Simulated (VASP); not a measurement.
Write the native input for VASP 6.6.1 that does the following.

```
Task                   : single point
Functional             : PBE
Potentials or basis    : VASP PAW PBE potentials, release 64 (O, H, C)
Cutoff                 : 520 eV
k mesh                 : 1 × 1 × 1
Occupations            : fermi-dirac, width 0.05 eV
Spin                   : no spin polarisation
Dipole correction      : no
Further INCAR settings : LREAL = Auto; ALGO = Normal; EDIFF = 1e-06; NBANDS = 48
```

The structure of H12CO8 lies in POSCAR:

```
H12CO8
1.0
    6.2658270000      0.0000000000      0.0000000000
    0.0000000000      6.2658270000      0.0000000000
    0.0000000000      0.0000000000      6.2658270000
O H C
8 12 1
Direct
   -0.0856231747      1.0484649512      0.2921242479
    0.4918744166      0.9836371161      0.2256844946
    0.1748691753      0.1935738092      0.6264456392
    0.6505446129     -0.0263173560      0.7011364980
    0.0478308769      0.3366834099      1.0422566726
    0.5661982050      0.5223093456      0.9118189826
    0.6819051978      0.5051368319      0.3803807542
    0.9120264572      0.6265094775      0.6451981518
   -0.0223593789      1.1472707434      0.1845566435
    0.0002393938      0.9077333287      0.3138133242
    0.4259453700      0.9063288852      0.0967789248
    0.6455333031      0.9250654383      0.2195400543
    0.3077806010      0.2932254593      0.6009741412
    0.1108074002      0.2148958150      0.4730740252
    0.5688315365     -0.0046123201      0.5604846735
    0.5758697136      0.0751377272      0.7812057371
    0.0860540835      0.3383910855      0.8931622274
   -0.0967150865      0.3955583198      1.0602431251
    0.5504780135      0.4438679842      1.0373092012
    0.6647965225      0.6400751250      0.8902097042
    0.8178489448      0.5560159896      0.4963590600
```

The cell was built by a generator and needn't be a form met in nature.

The input as run:

INCAR

```
SYSTEM = H12CO8
ALGO     = Normal         ! electronic algorithm
EDIFF    = 1E-6           ! SCF threshold, eV
ENCUT    = 520            ! plane-wave cutoff, eV
GGA      = PE             ! functional
ISIF     = 2              ! what is computed and relaxed
ISMEAR   = -1             ! smearing method
LASPH    = .TRUE.         ! aspherical terms in the spheres
LCHARG   = .TRUE.         ! write CHGCAR
LELF     = .TRUE.         ! ELF
LREAL    = Auto         
LVHAR    = .TRUE.       
LWAVE    = .FALSE.        ! write WAVECAR
NBANDS   = 48             ! bands
NELM     = 60             ! most SCF steps
PREC     = Accurate       ! precision mode
SIGMA    = 0.05           ! smearing width, eV
```

KPOINTS

```
k-points
0
G
  1 1 1
  0 0 0
```

Potentials or basis: VASP PAW PBE potentials, release 64 (O, H, C).

Command:

```sh
$ cat potpaw_PBE.64/O/POTCAR potpaw_PBE.64/H/POTCAR potpaw_PBE.64/C/POTCAR > POTCAR
$ mpirun -np 1 vasp_gam > vasp.out
```

Results of the run:

| Quantity | Value |
| --- | --- |
| Pressure | -1.0 GPa |
| Largest force | 4.266 eV/Å |
| Band gap on the k mesh | 3.67 eV, direct |

Caveat: the standard files for N, O and F lose accuracy on very short bonds.

It took 32 s on 1 thread of Intel(R) Xeon(R) Platinum 8259CL CPU @ 2.50GHz (Skylake/Cascade Lake), with other jobs on the host, peak memory 0.3 GiB.
